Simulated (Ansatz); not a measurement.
The system is Er.

```
Er
1.0
     3.55880    0.00000    0.00000
    -1.77940    3.08201    0.00000
     0.00000    0.00000    5.58740
Er
2
Direct
  0.66667 0.33333 0.75000
  0.33333 0.66667 0.25000
```

Below is the output of Ansatz 0.2.0 for this cell. Logs are shortened: lines on timing, memory, paths and dates and some standing lists are left out, and cuts for length are marked.

```text
Warning: RAYON_NUM_THREADS=2 ignored (pool sized by the plan → 2); use --threads N
LAPW: plane waves up to 6.653 Å⁻¹, error target 1.0e-3 eV per atom; small_component_spin mean_spin; Er in spheres of 1.734 Å, 32 of its electrons in bands, Dirac shells [] (how accurate: hamiltonian.pseudopotentials.lapw.basis_error, Limitations)
band count auto-derived: 40 (N_el = 64.0; filled up to band 32; 39 by the electrons, moments and atoms)
Engine: ansatz 0.2.0, aarch64-unknown-linux-gnu
Pseudopotentials: kind: all_electron
Pseudopotential: Er, LAPW, valence charge 32, lapw/all_electron/scalar/gaussian/Er, Koelling and Harmon's equation, gaussian nucleus
Functional definition: PBEsol
  exchange = pbesol_x
  correlation = pbesol_c
Crystal: 2 atoms, lattice volume = 61.284 Å³
Basis set: ecut = 168.64124456397843 eV, 311 PW (Γ), exchange–correlation at level 2
Bands: 40, of which v1, the nominal top of the filled ones, is band 32 counted from 1 (31 counted from 0)
Symmetry: 24 space group operations
Space group: P63/mmc (ITA 194), of the structure as read, at distance tolerance 3.9e-5 Å
k-points: 24 of 196
Non-local potential: Er, projectors of the file, none
Initial density: superposition of atomic densities (chi_scale 0.1, normalization cell)
Initial wavefunctions: plane waves of lowest kinetic energy (no species holds an atomic orbital)
Functional: x = pbesol(κ = 0.804, μ = 0.12345679012345678), c = pbesol(β = 0.046)
iter 1 solved again at ethr=1.64e-3 eV; its pass at ethr=1.00e-1 eV (dr2=1.05e0 eV) is discarded
[... 20 lines left out ...]
SCF 1 converged in 16 iterations: F = -711900.754868 eV  dr2 = 2.16e-10
SCF converged after 16 iterations
Free energy (F): -711900.754868 eV
Harris-Foulkes:  -711900.754868 eV  (|F-HF|=3.14e-9)
Internal energy: -711900.326868 eV  (E = F + TS)
E sigma→0 (E₀):  -711900.540868 eV
Entropy (-TS):   -0.428000 eV (-214.000 meV/atom)
Fermi energy:    14.182893 eV
--- Per-component energies (eV) ---
  E_band       = -2806.324685
  E_kinetic    = 782476.616019
  E_xc         = -14945.688211
  E_electrostatic = -1479431.254677  (all electrons and nuclei)
  E_smearing   = -0.428000  (= −TS)
  E_closure    = 0.000000  (closes the sum)
  E_atoms      = -711895.660374  (free atoms, spherical and without spin; not in F)
  Σ components = -711900.754868   (vs F -711900.754868, Δ=0.00e0)
  Basis errors (estimates in eV, not in F): energy 2.3e-4 per atom: plane waves 2.2e-4 (1.2e-4 summed), levels above the bands 2.8e-36, relativity 6.6e-8, radial functions 7.2e-6, core shells 9.0e-8; eigenvalues (radial functions only) 8.5e-7; not estimated: angular momenta, meshes, grids; target (lapw.basis_error) 1.0e-3; muffin-tin radii Er 1.734 Å
--- Forces (eV/Å), atoms counted from 1 ---
  atom   1  Er     0.00000000     0.00000000     0.00000000
  atom   2  Er    -0.00000000    -0.00000000     0.00000000
  max |Σ_I F_I| component: 4.63e-18 eV/Å
--- Stress (GPa, compression-positive) ---
       -0.896407       0.000000       0.000000
        0.000000      -0.896407       0.000000
        0.000000       0.000000       1.472827
  P = ⅓ Tr σ = -0.1067 GPa (-1.067 kbar)
--- Band table (eV; the first three rows and the last of 24) ---
  k-point 0: bands = ["-148.0287", "-148.0287", "-148.0287", "-148.0287", "-148.0268", "-148.0268", "-148.0268", "-148.0268", "-148.0086", "-148.0086", "-33.8173", "-33.7565", "-8.6218", "-7.9888", "-7.9888", "-7.8738", "-7.8738", "-7.8445", "9.1647", "12.4974", "13.9192", "13.9467", "13.9813", "14.0198", "14.0198", "14.0472", "14.0545", "14.0545", "14.0596", "14.0596", "14.1389", "14.1389", "14.1758", "14.1835", "15.8263", "17.0937", "17.0937", "17.5128", "17.8918", "17.8918"]
  k-point 1: bands = ["-148.0287", "-148.0287", "-148.0287", "-148.0287", "-148.0268", "-148.0268", "-148.0268", "-148.0268", "-148.0086", "-148.0086", "-33.8084", "-33.7655", "-8.5156", "-7.9721", "-7.9721", "-7.9668", "-7.8908", "-7.8908", "9.6318", "12.0708", "13.9008", "13.9105", "13.9747", "14.0015", "14.0015", "14.0282", "14.0282", "14.0480", "14.0981", "14.0981", "14.1647", "14.1647", "14.1769", "14.1824", "15.7138", "16.9080", "16.9080", "17.0432", "17.5086", "17.5086"]
  k-point 2: bands = ["-148.0287", "-148.0287", "-148.0287", "-148.0287", "-148.0268", "-148.0268", "-148.0268", "-148.0268", "-148.0086", "-148.0086", "-33.7870", "-33.7870", "-8.2492", "-8.2492", "-7.9316", "-7.9316", "-7.9316", "-7.9316", "10.8289", "10.8289", "13.8798", "13.8798", "14.0005", "14.0005", "14.0005", "14.0005", "14.0188", "14.0188", "14.1552", "14.1552", "14.1552", "14.1552", "14.1797", "14.1797", "16.1535", "16.1535", "16.9962", "16.9962", "16.9962", "16.9962"]
  k-point 23: bands = ["-148.0287", "-148.0287", "-148.0287", "-148.0287", "-148.0268", "-148.0268", "-148.0268", "-148.0268", "-148.0086", "-148.0086", "-33.7556", "-33.7556", "-8.4678", "-8.4678", "-8.2333", "-8.2333", "-7.9748", "-7.9748", "13.5442", "13.5442", "13.8965", "13.8965", "13.9914", "13.9914", "14.0212", "14.0212", "14.0331", "14.0331", "14.0879", "14.0879", "14.1302", "14.1302", "14.2964", "14.2964", "15.0565", "15.0565", "15.5212", "15.5212", "18.2152", "18.2152"]
```

Q: Write the input and the command behind it.

A: Single point with PBEsol, no spin polarisation. The files as run (others can give the same):

input.yaml
```yaml
crystal:
  lattice:
    - [3.5588, 0.0, 0.0]
    - [-1.7794, 3.082011207, 0.0]
    - [0.0, 0.0, 5.5874]
  atoms:
    - { symbol: Er, position: [0.6666666667, 0.3333333333, 0.75] }
    - { symbol: Er, position: [0.3333333333, 0.6666666667, 0.25] }
kpoints:
  mp_grid: { grid: [7, 7, 4] }
scf:
  occupations: { method: fermi_dirac, width: 0.05 }
hamiltonian:
  xc: pbesol
  pseudopotentials: { kind: all_electron, lapw: { basis_error: 0.001 } }
output:
  forces: true
  stress: true
  eigenvalues: true
```

Potentials or basis: all-electron LAPW, scalar-relativistic.
The run is started by
```sh
$ ansatz run input.yaml --threads 2 --pin off --max-ram 6144MiB --backend cpu --events-out ev --progress --plain --runs-dir out
```

Caveat: the k mesh is thin for a metal, which can move the energy by tens of meV per atom; an open f shell can end in a state above the lowest.
